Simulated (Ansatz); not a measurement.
Abridged Ansatz (a first-principles code) output:

```
Relaxation: its limit of steps is 50 (relax.max_steps)
Pseudopotential: Li, paw, valence charge 3
Pseudopotential: N, paw, valence charge 5
Crystal: 4 atoms, lattice volume = 41.633 Å³
Basis set: ecut = 500 eV, 1081 PW (Γ), exchange–correlation on 108×108×120 points (64 copies of the dense FFT grid, shifted against one another)
Bands: 11, of which v1, the nominal top of the filled ones, is band 7 counted from 1 (6 counted from 0)
Symmetry: 24 space group operations
k-points: 80 of 1089
Functional: x = r2scan, c = r2scan; τ floored in thin density (d = 2e-4 eV/Å³)
SCF iter   1: F=—  HF=-1001.898079 eV  |F-HF|=—  |Δ(HF+E_count)|=         —  Δρ=6.04e-3  dr2=2.26e-2  dr2_τ=8.13e-2  ethr=1.77e-3  ⟨swp⟩=4.8  Hψ=4666  notcnv=0
SCF iter   2: F=—  HF=-1001.983230 eV  |F-HF|=—  |Δ(HF+E_count)|=   8.52e-2  Δρ=5.50e-3  dr2=7.04e-3  dr2_τ=1.34e-3  ethr=1.61e-4  ⟨swp⟩=2.0  Hψ=2339  notcnv=0
SCF 1 converged in 9 iterations: F = -1001.982398 eV  dr2 = 1.85e-12
relax step   1: F+E_penalty+E_count = -1001.98239779 eV  Δ(F+E_penalty+E_count) = +0.000e0 eV  max|allowed force component| = 1.665e-16 eV/Å  Δτ_max = 0.0000 Å  (9 SCF iters, accepted)
Crystal: 4 atoms, lattice volume = 41.633 Å³
SCF iter   1: F=—  HF=-1001.982398 eV  |F-HF|=—  |Δ(HF+E_count)|=         —  Δρ=5.39e-8  dr2=1.85e-12  dr2_τ=2.05e-14  ethr=1.00e-12  ⟨swp⟩=1.0  Hψ=5274  notcnv=0
SCF iter   2: F=-1001.982398 eV  HF=-1001.982398 eV  |F-HF|=1.14e-13  |Δ(HF+E_count)|=  5.68e-13  Δρ=4.93e-8  dr2=7.91e-13  dr2_τ=1.31e-13  ethr=1.00e-12  ⟨swp⟩=2.9  Hψ=1894  notcnv=0
SCF 2 converged in 2 iterations: F = -1001.982398 eV  dr2 = 7.91e-13
SCF converged after 2 iterations
Free energy (F): -1001.982398 eV
Internal energy: -1001.982398 eV  (E = F + TS)
E sigma→0 (E₀):  -1001.982398 eV
Fermi energy:    3.388484 eV
--- Forces (eV/Å), atoms counted from 1 ---
  atom   1  Li     0.00000000     0.00000000     0.00000000
  atom   2  Li     0.00000000     0.00000000     0.00000000
  atom   3  Li    -0.00000000    -0.00000000     0.00000000
  atom   4  N      0.00000000     0.00000000     0.00000000
--- Stress (GPa, compression-positive) ---
        2.723044       0.000000       0.000000
        0.000000       2.723044       0.000000
        0.000000       0.000000       2.645863
  P = ⅓ Tr σ = 2.6973 GPa (26.973 kbar)
--- Relaxed structure (1 steps of the walk, 1 accepted, 0 SCFs on fresh bases) ---
  atoms:
    - { symbol: Li, position: [0.0, 0.0, 0.49999999999999994] }
    - { symbol: Li, position: [0.33333333333333337, 0.6666666666666669, 0.0] }
    - { symbol: Li, position: [0.6666666666666667, 0.33333333333333337, 0.0] }
    - { symbol: N, position: [0.0, 0.0, 0.0] }
```

### Question
What was computed, and what are the main results?

### Answer
Li3N, 4 atoms in the cell, with r2SCAN (Ansatz), no SOC. The last SCF converged to F = -1001.982398 eV, or -250.4956 eV per atom, at a pressure of 2.70 GPa. The total energy compares only with runs of the same code, potentials and settings.

The cells carry an imposed strain or load. No phonon test of stability was made. The cell was made from Li3N (space group P6/mmm, No. 191) by this change: isotropic strain −1.46 %.

Keys are those of Ansatz 0.2.
